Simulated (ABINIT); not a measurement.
Crystal: LiCl.

```
Cl Li
1.0
     0.00000    2.56477    2.56477
     2.56477    0.00000    2.56477
     2.56477    2.56477    0.00000
Cl Li
1 1
Cartesian
  2.5648 2.5648 2.5648
  0.0000 0.0000 0.0000
```

Base run:

```yaml
Program: ABINIT 10.8.3 (patched build)
Functional: PBE
Potentials_or_basis: SG15 NC PBE v1.2
Cutoff: 1007 eV
k_mesh: 9 × 9 × 9
Occupations: fermi-dirac, width 0.05 eV
Spin: no spin polarisation
```

Its results: band gap on the k mesh 6.34 eV, direct; pressure 0.4 GPa.

Question: The run is repeated on the same cell with these changes: functional from PBE to r2SCAN; cutoff from 1007 eV to 1197 eV. What comes out?

Answer: Band gap on the k mesh 7.14 eV, direct; pressure -0.2 GPa.

r2SCAN gives the wider gap, since meta-GGAs in the generalised Kohn-Sham scheme recover part of the derivative discontinuity.

Caveats: the potentials were made for another functional, which shifts forces and pressure (some runs).
